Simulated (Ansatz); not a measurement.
## Structures of Ta2C: which is lowest?

Plane-wave DFT in Ansatz with scalar-relativistic PAW potentials, cutoff 420 eV, Γ-centred meshes chosen by cell and gap, Gaussian smearing with energies taken to zero width. Every cell was relaxed (cell and atoms) in a run of its own, within the symmetry of its start. Functional: PBEsol.

Relaxed structures (starts from databases or built by putting these elements on another compound's sites):
A. P-31m, 9 atoms in the computed cell, a = 5.372 Å, c = 4.892 Å; sites (symmetry × multiplicity) Ta ..m × 6, C -3.m × 1 + 3.2 × 2; start: built
B. I4/mcm, 6 atoms in the computed cell, a = 5.485 Å, c = 5.070 Å; sites (symmetry × multiplicity) Ta m.2m × 8, C 422 × 4; start: built
C. P-3m1, 3 atoms in the computed cell, a = 3.095 Å, c = 4.921 Å; sites (symmetry × multiplicity) Ta 3m. × 2, C -3m. × 1; start: database

Problem. Rank them by energy. Could pressure change the order?

Solution.
| structure | group | E − E(lowest) (meV/atom) | V (Å³/atom) | gap on mesh (eV) |
| --- | --- | --- | --- | --- |
| C | P-3m1 | 0.0 | 13.61 | 0.00 |
| A | P-31m | 40 | 13.59 | 0.00 |
| B | I4/mcm | 468 | 12.71 | 0.00 |

C is lowest, 40 meV/atom under A. B is denser by 0.90 Å³/atom, so pressure favours it: ΔE/ΔV, with ΔE in eV and 1 eV/Å³ = 160.2 GPa, gives about 83 GPa for equal enthalpy if both cells were rigid; at such pressures compression changes ΔV much, so this is a scale only. Other structures may lie lower than all of these, and vibrations aren't counted.

Spin-orbit coupling is left out, which matters for the bands of heavy elements.